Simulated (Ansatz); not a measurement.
The system is HgTe (Coloradoite).

```xyz
2
Lattice="0.0000 3.2145 3.2145 3.2145 0.0000 3.2145 3.2145 3.2145 0.0000" Properties=species:S:1:pos:R:3 pbc="T T T"
Hg    0.0000    0.0000    0.0000
Te    4.8217    4.8217    4.8217
```

Program: Ansatz 0.2.0. Alike in all runs: potentials or basis all-electron LAPW, scalar-relativistic; no spin polarisation; cell as given; cutoff (eV) 262; basis error allowed 0.001 eV/atom.

Q: Order these runs on this cell by their pressure, lowest first.
A. level PBE; k mesh 7 × 7 × 7; smearing gaussian 0.014 eV; mesh quality not flagged
B. level RPBE; k mesh 7 × 7 × 7; smearing fermi-dirac 0.05 eV; mesh quality not flagged
C. level BLYP; k mesh 7 × 7 × 7; smearing fermi-dirac 0.05 eV; mesh quality not flagged
D. level LDA; k mesh 7 × 7 × 7; smearing fermi-dirac 0.05 eV; mesh quality not flagged
E. level PBEsol; k mesh 4 × 4 × 4; smearing fermi-dirac 0.03 eV; mesh quality coarse

A: D (0.2 GPa), E (2.2 GPa), A (4.6 GPa), B (6.3 GPa), C (7.8 GPa).

Caveats: some runs use coarse meshes; the k mesh is thin for a metal, which can move the energy by tens of meV per atom (some runs).

Not every run made on this cell is shown here.
